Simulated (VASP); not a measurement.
Here is a VASP 6.6.1 calculation.

INCAR

```
SYSTEM = Al31Cu
PREC = Accurate
ENCUT = 400
EDIFF = 1E-7
ISMEAR = -1
SIGMA = 0.05
LREAL = .False.
LASPH = .True.
NELM = 60
ALGO = Normal
ISIF = 2
LWAVE = .False.
LCHARG = .False.
GGA = PE
IBRION = 2
NSW = 40
EDIFFG = -0.01
```

KPOINTS

```
Automatic mesh
0
Gamma
  6 6 6
  0 0 0
```

Contents of POSCAR:

```
Al31Cu
1.0
    8.0800000000      0.0000000000      0.0000000000
    0.0000000000      8.0800000000      0.0000000000
    0.0000000000      0.0000000000      8.0800000000
Cu Al
1 31
Direct
    0.0000000000      0.0000000000      0.0000000000
    0.0000000000      0.0000000000      0.5000000000
    0.0000000000      0.5000000000      0.0000000000
    0.0000000000      0.5000000000      0.5000000000
    0.5000000000      0.0000000000      0.0000000000
    0.5000000000      0.0000000000      0.5000000000
    0.5000000000      0.5000000000      0.0000000000
    0.5000000000      0.5000000000      0.5000000000
    0.0000000000      0.2500000000      0.2500000000
    0.0000000000      0.2500000000      0.7500000000
    0.0000000000      0.7500000000      0.2500000000
    0.0000000000      0.7500000000      0.7500000000
    0.5000000000      0.2500000000      0.2500000000
    0.5000000000      0.2500000000      0.7500000000
    0.5000000000      0.7500000000      0.2500000000
    0.5000000000      0.7500000000      0.7500000000
    0.2500000000      0.0000000000      0.2500000000
    0.2500000000      0.0000000000      0.7500000000
    0.2500000000      0.5000000000      0.2500000000
    0.2500000000      0.5000000000      0.7500000000
    0.7500000000      0.0000000000      0.2500000000
    0.7500000000      0.0000000000      0.7500000000
    0.7500000000      0.5000000000      0.2500000000
    0.7500000000      0.5000000000      0.7500000000
    0.2500000000      0.2500000000      0.0000000000
    0.2500000000      0.2500000000      0.5000000000
    0.2500000000      0.7500000000      0.0000000000
    0.2500000000      0.7500000000      0.5000000000
    0.7500000000      0.2500000000      0.0000000000
    0.7500000000      0.2500000000      0.5000000000
    0.7500000000      0.7500000000      0.0000000000
    0.7500000000      0.7500000000      0.5000000000
```

Potentials or basis: VASP PAW PBE potentials, release 64 (Cu, Al).

Command:

```console
$ cat potpaw_PBE.64/Cu/POTCAR potpaw_PBE.64/Al/POTCAR > POTCAR
$ mpirun -np 1 vasp_std > vasp.out
```

Q: Predict the energy gained by relaxing.

A: 1.3 meV/atom.

Q: What does it give for the band gap on the k mesh?

A: None (metal or under the smearing width).

Step by step:
```
step  energy change (eV)  largest force (eV/Å)  pressure (GPa)
   1              0.0000                0.2030           -0.78
   2             -0.0205                0.1440           -0.84
   3             -0.0412                0.0365           -0.83
   4             -0.0412                0.0360           -0.83
   5             -0.0421                0.0204           -0.83
   6             -0.0425                0.0001           -0.83
```
